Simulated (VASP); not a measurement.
# AlN (Cmc2_1) in VASP: a series of runs

The runs below take AlN through relaxation of cell and atoms, with PBEsol.

All numbers are computed with VASP 6.6.1; they aren't measurements. Logs are shortened: lines on timing, memory, paths and dates and some standing lists are left out, and cuts for length are marked.

### 1 The structure

The structure is orthorhombic, space group Cmc2_1 (No. 36). The conventional cell has a = 3.767 Å, b = 3.767 Å, c = 4.897 Å, α = 90.00°, β = 90.00°, γ = 90.00°. Al (site symmetry m) has 4 N at 1.86 to 1.91 Å as nearest neighbours. N (site symmetry m) has 4 Al at 1.86 to 1.91 Å as nearest neighbours.

The cell was built by a generator and needn't be a form met in nature.

### 2 Relaxation of cell and atoms, PBEsol, target pressure 10 GPa, at which the enthalpy is minimised

Input file INCAR:

```
PREC = Accurate
ENCUT = 600
EDIFF = 1E-7
ISMEAR = 0
SIGMA = 0.01
LREAL = False
LASPH = True
NELM = 60
ALGO = Fast
ISIF = 8
LWAVE = False
LCHARG = False
GGA = PS
IBRION = 2
NSW = 70
EDIFFG = -0.01
PSTRESS = 100.0
```

Input file KPOINTS:

```
regular mesh
0
Gamma
  9 9 7
```

Input file POSCAR:

```
AlN
1.0
    1.8835789215     -1.8835789215      0.0000000000
    1.8835789215      1.8835789215      0.0000000000
    0.0000000000      0.0000000000      4.8973051960
Al N
2 2
Direct
    0.0000000000      0.0000000000      0.0000000000
    0.5066666667      0.4933333333      0.5000000000
    0.0000000000      0.0000000000      0.4700000000
    0.5066666667      0.4933333333      0.9700000000
```

Potentials or basis: VASP PAW PBE potentials, release 64 (Al, N).

On the command line:

```bash
$ cat potpaw_PBE.64/Al/POTCAR potpaw_PBE.64/N/POTCAR > POTCAR
$ mpirun -np 1 vasp_std > vasp.out
```

OUTCAR:

```text
PREC = Accurate
   ENCUT = 600
   EDIFF = 1E-7
   ISMEAR = 0
   LREAL = False
   LASPH = True
   NELM = 60
   ISIF = 8
   GGA = PS
   IBRION = 2
   NSW = 70
   EDIFFG = -0.01
   PSTRESS = 100.0

 ion  position               nearest neighbor table
   1  0.000  0.000  0.000-   4 1.86   4 1.89   4 1.89   4 1.91   3 2.30   2 3.07   2 3.07   2 3.09
                             2 3.09   2 3.09   2 3.09   2 3.10   2 3.10
   2  0.507  0.493  0.500-   3 1.86   3 1.89   3 1.89   3 1.91   4 2.30   1 3.07   1 3.07   1 3.09
                             1 3.09   1 3.09   1 3.09   1 3.10   1 3.10
   3  0.000  0.000  0.470-   2 1.86   2 1.89   2 1.89   2 1.91   1 2.30
   4  0.507  0.493  0.970-   1 1.86   1 1.89   1 1.89   1 1.91   2 2.30

  LATTYP: Found a simple tetragonal cell.
 ALAT       =     2.6637828566
 C/A-ratio  =     1.8384776311

  Lattice vectors:

 A1 = (   1.8835789215,  -1.8835789215,   0.0000000000)
 A2 = (   1.8835789215,   1.8835789215,   0.0000000000)
 A3 = (   0.0000000000,   0.0000000000,   4.8973051960)

Analysis of symmetry for initial positions (statically):
=====================================================================
 Subroutine PRICEL returns:
 Original cell was already a primitive cell.

 Routine SETGRP: Setting up the symmetry group for a
 simple tetragonal supercell.

 Subroutine GETGRP returns: Found  4 space group operations
 (whereof  2 operations were pure point group operations)
 out of a pool of 16 trial point group operations.

The static configuration has the point symmetry C_1h.
 The point group associated with its full space group is C_2v.

Analysis of symmetry for dynamics (positions and initial velocities):
=====================================================================
 Subroutine PRICEL returns:
 Original cell was already a primitive cell.

 Routine SETGRP: Setting up the symmetry group for a
 simple tetragonal supercell.

 Subroutine GETGRP returns: Found  4 space group operations
 (whereof  2 operations were pure point group operations)
 out of a pool of 16 trial point group operations.

The dynamic configuration has the point symmetry C_1h.
 The point group associated with its full space group is C_2v.

 Subroutine INISYM returns: Found  4 space group operations
 (whereof  2 operations are pure point group operations),
 and found     1 'primitive' translations

----------------------------------------------------------------------------------------

                                     Primitive cell

  volume of cell :      34.7500

  direct lattice vectors                    reciprocal lattice vectors
     1.883578922 -1.883578922  0.000000000     0.265452110 -0.265452110  0.000000000
     1.883578922  1.883578922  0.000000000     0.265452110  0.265452110  0.000000000
     0.000000000  0.000000000  4.897305196     0.000000000  0.000000000  0.204193931

  length of vectors
     2.663782857  2.663782857  4.897305196     0.375405975  0.375405975  0.204193931

  position of ions in fractional coordinates (direct lattice)
     0.000000000  0.000000000  0.000000000
     0.506666667  0.493333333  0.500000000
     0.000000000  0.000000000  0.470000000
     0.506666667  0.493333333  0.970000000

  ion indices of the primitive-cell ions
   primitive index   ion index
                 1           1
                 2           2
                 3           3
                 4           4

----------------------------------------------------------------------------------------

 KPOINTS: regular mesh

Automatic generation of k-mesh.
 Grid dimensions read from file:
 generate k-points for:    9    9    7

 Generating k-lattice:

  Cartesian coordinates                     Fractional coordinates (reciprocal lattice)
     0.029494679 -0.029494679  0.000000000     0.111111111  0.000000000  0.000000000
     0.029494679  0.029494679  0.000000000     0.000000000  0.111111111  0.000000000
     0.000000000  0.000000000  0.029170562     0.000000000  0.000000000  0.142857143

  Length of vectors
     0.041711775  0.041711775  0.029170562

  Shift w.r.t. Gamma in fractional coordinates (k-lattice)
     0.000000000  0.000000000  0.000000000

 Subroutine IBZKPT returns following result:
 ===========================================

 Found    100 irreducible k-points:

 Following reciprocal coordinates:
            Coordinates               Weight
  0.000000  0.000000  0.000000      1.000000
  0.111111  0.000000  0.000000      4.000000
  0.222222  0.000000  0.000000      4.000000
  0.333333  0.000000  0.000000      4.000000
  0.444444  0.000000  0.000000      4.000000
  0.111111  0.111111  0.000000      2.000000
[... 16 lines left out ...]
 -0.333333  0.444444  0.000000      4.000000
  0.444444  0.444444  0.000000      2.000000
 [... further k-points ...]
   k-points           NKPTS =    100   k-points in BZ     NKDIM =    100   number of bands    NBANDS=     12
   number of dos      NEDOS =    301   number of ions     NIONS =      4
[... 44 lines left out ...]
   IVDW    =     0    specifies the selected vdW correction
   LEPSILON=     F    determine dielectric tensor
   LRPA    =     F    only Hartree local field effects (RPA)
 conjugate gradient relaxation of ions
 non-spin polarized calculation
 RMM-DIIS sequential band-by-band and
 Gauss-broadening in eV      SIGMA  =   0.01
  energy-cutoff  :      600.00
  volume of cell :       34.75
 maximum number of plane-waves:      1183
 NGX is ok and might be reduce to    24
   NGX = 11   NGY = 11   NGZ = 19

--------------------------------------- Ionic step        1  -------------------------------------------

 number of electron      16.0000000 magnetization

 Free energy of the ion-electron system (eV)
  ---------------------------------------------------
  ext. energy  EPLUGINS =         0.00000000
  ---------------------------------------------------
  free energy    TOTEN  =       -29.98063617 eV

  energy without entropy =      -29.98063617  energy(sigma->0) =      -29.98063617

------------------------ aborting loop because EDIFF is reached ----------------------------------------

  FORCE on cell =-STRESS in cart. coord.  units (eV):
  Direction    XX          YY          ZZ          XY          YZ          ZX
  --------------------------------------------------------------------------------------
  -------------------------------------------------------------------------------------
  Total        6.5435542      6.6891600     -4.0094622      0.0000000      0.0000000      0.0000000
  in kB      301.6959492    308.4092242   -184.8595538      0.0000000      0.0000000      0.0000000
  external PRESSURE =      41.7485399 kB  Pullay stress =     100.0000000 kB
[... 99 lines left out ...]
  FREE ENERGIE OF THE ION-ELECTRON SYSTEM (eV)
  ---------------------------------------------------
  free  energy   TOTEN  =       -30.0763749878 eV

  energy  without entropy=      -30.0763749878  energy(sigma->0) =      -30.07637499

  enthalpy is  TOTEN    =       -27.8525745479 eV   P V=        2.2238004399

[... ionic steps 4 to 8 ...]

--------------------------------------- Ionic step        9  -------------------------------------------

 number of electron      15.9999999 magnetization

------------------------ aborting loop because EDIFF is reached ----------------------------------------

  FORCE on cell =-STRESS in cart. coord.  units (eV):
  Direction    XX          YY          ZZ          XY          YZ          ZX
  --------------------------------------------------------------------------------------
  -------------------------------------------------------------------------------------
  Total        4.5698540      4.5703452     -2.9794994      0.0000000      0.0000000      0.0000000
  in kB      208.4899304    208.5123391   -135.9333610      0.0000000      0.0000000      0.0000000
  external PRESSURE =      -6.3103639 kB  Pullay stress =     100.0000000 kB
[... 65 lines left out ...]
  enthalpy is  TOTEN    =       -28.0958291005 eV   P V=        2.1827890980

--------------------------------------- Ionic step       11  -------------------------------------------

 number of electron      15.9999999 magnetization

 Free energy of the ion-electron system (eV)
  ---------------------------------------------------
  ext. energy  EPLUGINS =         0.00000000
  ---------------------------------------------------
  free energy    TOTEN  =       -30.28247771 eV

  energy without entropy =      -30.28247771  energy(sigma->0) =      -30.28247771

 E-fermi :   9.1064     XC(G=0): -12.0739

 val. band max:        8.9975293781   @ k =   0.3333   0.0000   0.0000
 cond. band min:      13.1859583385   @ k =  -0.4444   0.4444   0.0000
 fundamental gap:      4.1884289603
 Fermi energy:         9.1064452652

 k-point     1 :       0.0000    0.0000    0.0000
  band No.  band energies     occupation
      1      -8.0915      2.00000
      2      -5.6646      2.00000
      3       1.2341      2.00000
      4       7.7181      2.00000
      5       7.7181      2.00000
      6       8.2973      2.00000
      7       8.8374      2.00000
      8       8.8374      2.00000
      9      13.4655      0.00000
     10      15.3552      0.00000
     11      16.1294      0.00000
     12      19.7027      0.00000
[... 331 lines left out ...]
 k-point    24 :       0.4444    0.4444    0.0000
  band No.  band energies     occupation
      1      -3.7035      2.00000
      2      -3.5215      2.00000
      3       2.5605      2.00000
      4       2.6694      2.00000
      5       4.6100      2.00000
      6       4.7556      2.00000
      7       6.6234      2.00000
      8       7.0309      2.00000
      9      13.1860      0.00000
     10      13.2206      0.00000
     11      13.9239      0.00000
     12      14.2869      0.00000

 [... further k-points ...]

------------------------ aborting loop because EDIFF is reached ----------------------------------------

  FORCE on cell =-STRESS in cart. coord.  units (eV):
  Direction    XX          YY          ZZ          XY          YZ          ZX
  --------------------------------------------------------------------------------------
  -------------------------------------------------------------------------------------
  Total        4.7347732      4.7348710     -2.8911834      0.0000000      0.0000000      0.0000000
  in kB      216.5408271    216.5453008   -132.2258170      0.0000000      0.0000000      0.0000000
  external PRESSURE =       0.2867703 kB  Pullay stress =     100.0000000 kB
[... 19 lines left out ...]
  FREE ENERGIE OF THE ION-ELECTRON SYSTEM (eV)
  ---------------------------------------------------
  free  energy   TOTEN  =       -30.2824777096 eV

  energy  without entropy=      -30.2824777096  energy(sigma->0) =      -30.28247771

  enthalpy is  TOTEN    =       -28.0959278481 eV   P V=        2.1865498615

 reached required accuracy - stopping structural energy minimisation
```

Run time: 5.9 min. Hardware: 1 thread of Intel Xeon Platinum 8488C (Sapphire Rapids), shared host; peak memory 0.19 GiB.

What came out:

| Item | Value |
| --- | --- |
| Free energy | -30.2825 eV |
| Relaxed volume | 8.76 Å³/atom |
| Relaxed cell | a = 2.671 Å, b = 2.671 Å, c = 4.911 Å, α = 90.00°, β = 90.00°, γ = 90.00° |
| Space group after relaxing (to 0.05 Å) | I4mm (No. 107) |
| Energy change on relaxing (the enthalpy is what falls) | -75.5 meV/atom |
| Ionic steps | 11 |
| Pressure after relaxing | 10.0 GPa |
| Largest force after relaxing | 0.010 eV/Å |
| Band gap on the k mesh | 4.19 eV |

Forces on the atoms (eV/Å):
```
Al   0.000  0.008  0.006
Al   0.000 -0.008  0.006
N    0.000  0.003 -0.006
N    0.000 -0.003 -0.006
```

The path:
```
step  energy change (eV)  largest force (eV/Å)  pressure (GPa)  volume (Å³)
   1              0.0000                0.6573           14.17        34.75
   2             -0.1092                0.6025            5.00        35.90
   3             -0.0957                0.5025            6.95        35.63
   4             -0.1505                0.6471            7.77        35.46
   5             -0.2632                0.6933           11.22        34.94
   6             -0.2834                0.4277           10.17        35.08
   7             -0.2907                0.3313           10.40        35.02
   8             -0.3051                0.0847            9.58        35.10
   9             -0.3070                0.0235            9.37        35.12
  10             -0.2980                0.0091           10.52        34.97
  11             -0.3018                0.0097           10.03        35.03
```

Final structure:
```
Al N
1.0
     1.88867   -1.88867    0.00000
     1.88867    1.88867    0.00000
     0.00000    0.00000    4.91054
Al N
2 2
Direct
  0.00353 0.99647 0.03125
  0.50314 0.49686 0.53125
  0.00327 0.99673 0.43875
  0.50340 0.49660 0.93875
```

Caveat: the cell is relaxed towards a set pressure, so the enthalpy falls and the energy may rise; the PAW data sets were made with another functional, which shifts forces and pressure a little; an odd mesh through Γ misses points on the zone boundary, where band edges often lie.

### 3 Relaxation of cell and atoms, PBEsol, target pressure 10 GPa, at which the enthalpy is minimised

This run uses another cell than the first one, of 9.56 Å³/atom, 1.101 times its volume.

Input file INCAR:

```
ALGO = Fast ; EDIFF = 1E-6
EDIFFG = -0.01 ; ENCUT = 600
GGA = PS ; IBRION = 2
ISIF = 8 ; ISMEAR = 0
LASPH = True ; LCHARG = False
LREAL = False ; LWAVE = False
NELM = 60 ; NSW = 70
PREC = Accurate ; PSTRESS = 100.0
SIGMA = 0.01
```

Input file KPOINTS:

```
k-points
0
Gamma
  9 9 7
```

Input file POSCAR:

```
AlN
1.0
    1.6194221286     -2.8048391267      0.0000000000
    1.6194221286      2.8048391267      0.0000000000
    0.0000000000      0.0000000000      4.2104975343
Al N
2 2
Direct
    0.0000000000      0.0000000000      0.0000000000
    0.6666666667      0.3333333333      0.5000000000
    0.0000000000      0.0000000000      0.4700000000
    0.6666666667      0.3333333333      0.9700000000
```

Potentials or basis: VASP PAW PBE potentials, release 64 (Al, N).

On the command line:

```bash
$ cat potpaw_PBE.64/Al/POTCAR potpaw_PBE.64/N/POTCAR > POTCAR
$ mpirun -np 1 vasp_std > vasp.out
```

Run time: 2.2 min. Hardware: 1 thread of Intel Xeon 6975P-C (Granite Rapids), shared host; peak memory 0.2 GiB.

The run converged. Its results:

```yaml
Free_energy: -30.8778 eV
Relaxed_volume: 9.41 Å³/atom
Relaxed_cell: a = 3.222 Å, b = 3.222 Å, c = 4.189 Å, α = 90.00°, β = 90.00°, γ = 120.00°
Space_group_after_relaxing_to_0.05_Å: P6_3/mmc (No. 194)
Energy_change_on_relaxing_the_enthalpy_is_what_falls: +5.2 meV/atom
Ionic_steps: 9
Pressure_after_relaxing: 10.0 GPa
Band_gap_on_the_k_mesh: 3.54 eV, direct
```

Stress tensor (GPa, compression positive):
```
13.53  0.00  0.00
 0.00 13.53  0.00
 0.00  0.00  3.03
```

The path:
```csv
step,energy change (eV),largest force (eV/Å),pressure (GPa),volume (Å³)
1,0.0000,0.1210,7.32,38.25
2,0.0520,0.1430,12.93,37.37
3,0.0275,0.1349,10.54,37.72
4,0.0253,0.1010,10.46,37.71
5,0.0230,0.0387,10.27,37.65
6,0.0279,0.0126,10.73,37.55
7,0.0256,0.0019,10.48,37.58
8,0.0055,0.0045,8.13,37.93
9,0.0209,0.0008,10.03,37.65
```

Final structure:
```
CELL_PARAMETERS angstrom
1.61097 -2.79020 0.00000
1.61097 2.79020 0.00000
0.00000 0.00000 4.18852
ATOMIC_POSITIONS crystal
Al 0.00000 0.00000 0.98520
Al 0.66667 0.33333 0.48520
N 0.00000 0.00000 0.48480
N 0.66666 0.33334 0.98480
```

Levels at points of the mesh, in eV from the valence-band top:
```tsv
k point	band 4	band 5	band 6	band 7	band 8	band 9	band 10	band 11	band 12
(0.00, 0.00, 0.00)	-3.45	-3.45	-1.87	-1.87	0.00	3.54	4.83	8.51	8.51
```

Caveat: the cell is relaxed towards a set pressure, so the enthalpy falls and the energy may rise; the PAW data sets were made with another functional, which shifts forces and pressure a little; an odd mesh through Γ misses points on the zone boundary, where band edges often lie.

### 4 Relaxation of cell and atoms, PBEsol, target pressure 10 GPa, at which the enthalpy is minimised

This run uses another cell than the first one, of 9.23 Å³/atom, 1.062 times its volume.

Input file INCAR:

```
SYSTEM = AlN
PREC     = Accurate       ! precision mode
ENCUT    = 600            ! plane-wave cutoff, eV
EDIFF    = 1E-7           ! SCF threshold, eV
ISMEAR   = 0              ! smearing method
SIGMA    = 0.01           ! smearing width, eV
LREAL    = .False.        ! projectors in reciprocal space
LASPH    = .True.         ! aspherical terms in the spheres
NELM     = 80             ! most SCF steps
ALGO     = Fast           ! electronic algorithm
ISIF     = 8              ! what is computed and relaxed
LWAVE    = .False.        ! write WAVECAR
LCHARG   = .False.        ! write CHGCAR
GGA      = PS             ! functional
IBRION   = 2              ! ionic algorithm
NSW      = 70             ! ionic steps
EDIFFG   = -0.01          ! ionic threshold
PSTRESS  = 100.0
```

Input file KPOINTS:

```
regular mesh
0
Gamma
  9 9 7
  0 0 0
```

Input file POSCAR:

```
AlN
1.0
    1.6978191902     -2.4618378258      0.0000000000
    1.6978191902      2.4618378258      0.0000000000
    0.0000000000      0.0000000000      4.4143298945
Al N
2 2
Direct
    0.0000000000      0.0000000000      0.0000000000
    0.6050273224      0.3949726776      0.5000000000
    0.0000000000      0.0000000000      0.4700000000
    0.6050273224      0.3949726776      0.9700000000
```

On the command line:

```bash
$ cat potpaw_PBE.64/Al/POTCAR potpaw_PBE.64/N/POTCAR > POTCAR
$ mpirun -np 1 vasp_std > vasp.out
```

It took 2.3 min on 1 thread of Intel Xeon 6975P-C (Granite Rapids), shared host; peak memory 0.19 GiB.

The run converged. Its results:

- Free energy: -30.6848 eV
- Relaxed volume: 9.61 Å³/atom
- Relaxed cell: a = 3.032 Å, b = 3.032 Å, c = 4.475 Å, α = 90.00°, β = 90.00°, γ = 110.82°
- Space group after relaxing (to 0.05 Å): Cmc2_1 (No. 36)
- Energy change on relaxing (the enthalpy is what falls): -131.9 meV/atom
- Ionic steps: 14
- Pressure after relaxing: 9.9 GPa
- Largest force after relaxing: 0.007 eV/Å
- Band gap on the k mesh: 3.51 eV, indirect (least direct gap 3.76 eV)

Forces in eV/Å, atoms in the order of the input:
```
Al   0.000  0.006 -0.003
Al   0.000 -0.006 -0.003
N    0.000 -0.004  0.003
N    0.000  0.004  0.003
```

Stress tensor (GPa, compression positive):
```
-3.30  0.00  0.00
 0.00 18.02  0.00
 0.00  0.00 14.98
```

Step by step:
```
step  energy change (eV)  largest force (eV/Å)  pressure (GPa)  volume (Å³)
   1              0.0000                1.7644           16.09        36.90
   2             -0.3962                0.6846            5.49        38.81
   3             -0.3879                0.5599            6.23        38.60
   4             -0.3869                0.7458           13.51        37.66
   5             -0.3723                0.8191           16.06        37.37
   6             -0.4034                0.6688           16.33        37.38
   7             -0.4348                0.3557           17.39        37.41
   8             -0.4964                0.1533           12.79        38.03
   9             -0.5268                0.0378            9.89        38.45
  10             -0.5254                0.0384           10.02        38.43
  11             -0.5255                0.0342           10.04        38.43
  12             -0.5256                0.0249           10.06        38.43
  13             -0.5257                0.0233           10.11        38.42
  14             -0.5277                0.0067            9.90        38.46
```

Final structure:
```
Al N
1.0
     1.72132   -2.49592    0.00000
     1.72132    2.49592    0.00000
     0.00000    0.00000    4.47544
Al N
2 2
Cartesian
  1.7213 -2.3926 0.1066
  1.7213 -0.6276 2.3443
  1.7213 -2.4559 1.9969
  1.7213 -0.5643 4.2346
```

Levels at points of the mesh, in eV from the valence-band top:
| k point | band 6 | band 7 | band 8 | band 9 | band 10 | band 11 |
| --- | --- | --- | --- | --- | --- | --- |
| (0.00, 0.00, 0.00) | -1.50 | -0.71 | 0.00 | 3.76 | 4.87 | 7.88 |

Caveat: the cell is relaxed towards a set pressure, so the enthalpy falls and the energy may rise; the PAW data sets were made with another functional, which shifts forces and pressure a little; an odd mesh through Γ misses points on the zone boundary, where band edges often lie. PBEsol gaps usually lie below the measured ones, often by a third to a half.
